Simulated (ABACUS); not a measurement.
Runs of ABACUS 3.10.1 on Ga. The structure is tetragonal, space group I4/mmm (No. 139). Conventional cell: a = 2.769 Å, b = 2.769 Å, c = 4.622 Å, α = 90.00°, β = 90.00°, γ = 90.00°. Ga (site symmetry 4/mmm) is surrounded by 12 Ga at 2.77 to 3.03 Å. This isn't the form of Ga at room conditions, which is orthorhombic.

| level | V0 of scaled cells (Å³/atom) | B0 (GPa) |
| --- | --- | --- |
| TPSS | 18.09 | 57 |
| r2SCAN | (a) | 57 |
| PBEsol | (b) | 61 |
| LDA | 17.06 | 68 |

Alike in all rows: task equation of state; potentials or basis SG15 ONCV 1.2 PBE, plane waves; no spin polarisation; cell as given; k mesh 9 × 9 × 9; cutoff (eV) 1102; smearing fermi-dirac 0.05 eV.

**Question.** Fill in the values left out.

**Answer.** (a) 17.80; (b) 17.78.

Caveats: the cell was scaled at fixed shape and fractional positions, which overstates the stiffness of a crystal with free parameters, most of all of layers and chains; the potentials were made for another functional, which shifts forces and pressure.
